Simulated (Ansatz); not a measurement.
# Spin–orbit splittings in NaI

```
Na I
1.0
     0.00000    3.23640    3.23640
     3.23640    0.00000    3.23640
     3.23640    3.23640    0.00000
Na I
1 1
Direct
  0.00000 0.00000 0.00000
  0.50000 0.50000 0.50000
```

Atoms are numbered in the order listed.

The cell is COD entry 9008681, as deposited and not checked against the literature; nothing was relaxed.

Methods: DFT, PBE, all-electron LAPW, scalar-relativistic (Ansatz 0.2.0); DFT, PBE, all-electron LAPW, Dirac equation with spin-orbit coupling (Ansatz 0.2.0).

Settings: a Γ-centred 7×7×7 k mesh, Fermi–Dirac smearing of 0.01 eV, basis error target 1 meV/atom, no spin polarisation.

Levels between -6 and 4 eV, each run counted from its own valence-band top. Scalar levels are listed once for both spins; with the coupling every spinor state is counted. Levels near the edges of the range can cross them.

Problem. At Γ (0.000, 0.000, 0.000) the scalar-relativistic levels are 0.00 (×3), 3.64. What are they with spin–orbit coupling?

Solution. -1.08 (×2), 0.00 (×4), 3.31 (×2).

Problem. At K (0.375, 0.375, 0.750) the scalar-relativistic levels are -1.64, -1.34, -0.60. What are they with spin–orbit coupling?

Solution. -2.26 (×2), -1.57 (×2), -0.83 (×2).

Problem. Without the coupling the gap is 3.64 eV, direct at Γ. And with it?

Solution. 3.31 eV, direct at Γ.
